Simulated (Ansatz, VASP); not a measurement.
## Two plane-wave programs on BiTe

```xyz
2
Lattice="0.0000 3.1234 3.1234 3.1234 0.0000 3.1234 3.1234 3.1234 0.0000" Properties=species:S:1:pos:R:3 pbc="T T T"
Bi    0.0000    0.0000    0.0000
Te    3.1234    3.1234    3.1234
```

Alike in both runs: task single point; functional PBE; k mesh 6 × 6 × 6; occupations fermi-dirac, width 0.1 eV; no spin polarisation.

```csv
,VASP,Ansatz
version,VASP 6.6.1,Ansatz 0.2.0
potentials or method,"VASP PAW PBE potentials, release 64 (Bi_d, Te)","plane waves, PAW"
plane-wave cutoff (eV),520,435
valence electrons in the cell,21,31
```

|  | VASP | Ansatz | Ansatz less VASP |
| --- | --- | --- | --- |
| pressure (GPa) | 7.5 | 7.5 | +0.05 |

With one functional, cell and mesh, what is left measures potentials, basis and numerics. The two sets of potentials don't hold the same shells in valence. Ansatz warned: «stress_scf_threshold_loose».
